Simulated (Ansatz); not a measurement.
**NiO: response to a displaced atom**

Aim: deform NiO (atom 2 (O) moved by (0.115, 0.115, 0.115) Å) and compute stress, forces and field gradients with LAPW, PAW and all-electron datasets made for the crystal.

Computed with Ansatz 0.2.0 (DFT PBE, scalar-relativistic, unless a step's input says otherwise).

## (1) The system as given

The structure is cubic, space group Fm-3m (No. 225). Conventional cell: a = 4.183 Å, b = 4.183 Å, c = 4.183 Å, α = 90.00°, β = 90.00°, γ = 90.00°. Ni (site symmetry m-3m) is surrounded by 6 O at 2.09 Å. Around O (site symmetry m-3m) lie 6 Ni at 2.09 Å.

Structure file:

```cif
data_structure
_symmetry_space_group_name_H-M 'Fm-3m'
_symmetry_Int_Tables_number 225
_cell_length_a 4.1826
_cell_length_b 4.1826
_cell_length_c 4.1826
_cell_angle_alpha 90.000
_cell_angle_beta 90.000
_cell_angle_gamma 90.000
_cell_volume 73.17
loop_
_atom_site_label
_atom_site_type_symbol
_atom_site_symmetry_multiplicity
_atom_site_Wyckoff_symbol
_atom_site_fract_x
_atom_site_fract_y
_atom_site_fract_z
_atom_site_occupancy
Ni1 Ni 4 a 0.00000 0.00000 0.00000 1
O1 O 4 b 0.50000 0.00000 0.00000 1
```

The file gives the conventional cell by its symmetry; the runs use the cell typed in the input.

Atoms are numbered in the order of the input: Ni1, O2.

## (2) The deformed structure

Space group Fm-3m before, R3m after.

## (3) LAPW, all electrons

input.yaml

```yaml
crystal:
  lattice:
    - [0.0, 2.09131, 2.09131]
    - [2.09131, 0.0, 2.09131]
    - [2.09131, 2.09131, 0.0]
  atoms:
    - { symbol: Ni, position: [0.0, 0.0, 0.0], spin: 1.5 }
    - { symbol: O, position: [0.5276070979, 0.5276070979, 0.5276070979] }
magnetization:
  spin_polarized: true
kpoints:
  mp_grid: { grid: [17, 17, 17] }
scf:
  occupations: { method: fermi_dirac, width: 0.03 }
hamiltonian:
  xc: pbe
  pseudopotentials: { kind: all_electron, lapw: { basis_error: 0.001 } }
output:
  forces: true
  stress: true
  eigenvalues: true
```

## (4) Frozen-core PAW

Edit input.yaml of step 3 so:

```diff
@@ -16,3 +16,3 @@
   xc: pbe
-  pseudopotentials: { kind: all_electron, lapw: { basis_error: 0.001 } }
+  pseudopotentials: { kind: paw }
 output:
@@ -21 +21,2 @@
   eigenvalues: true
+  efg: { contact_densities: true }
```

## (5) All-electron PAW on datasets made for the crystal

Edit input.yaml of step 4 so:

```diff
@@ -16,3 +16,3 @@
   xc: pbe
-  pseudopotentials: { kind: paw }
+  pseudopotentials: { kind: all_electron, datasets: crystal }
 output:
```

(Steps that only read results are left out.)

**Question.** What will these runs give? Wanted: pressure; largest shear or deviatoric stress; force on O2 along the move.

**Answer**, as computed:

```
                                 quantity                                           value
                                 pressure  LAPW 9.98, PAW 9.75, crystal datasets 9.98 GPa
largest shear or deviatoric stress (LAPW)                                        0.18 GPa
               force on O2 along the move                                     -0.392 eV/Å
```

In words: The force on O2 points against the move, a stiffness of 1.96 eV/Å² with all periodic images moving together. No run of the undeformed cell stands beside it, so the pressure holds what the given cell had before the change. PAW: stress within 0.23 GPa of LAPW, forces within 4 meV/Å. Crystal datasets: stress within 0.01 GPa of LAPW, forces within 1 meV/Å. The magnetic state is the one reached from the start moments in this cell; it needn't be the ground state. With one magnetic atom in the cell only ferromagnetic order fits; the real order can differ. No U acts on the open 3d shell, so the metal found here may be the functional's error.
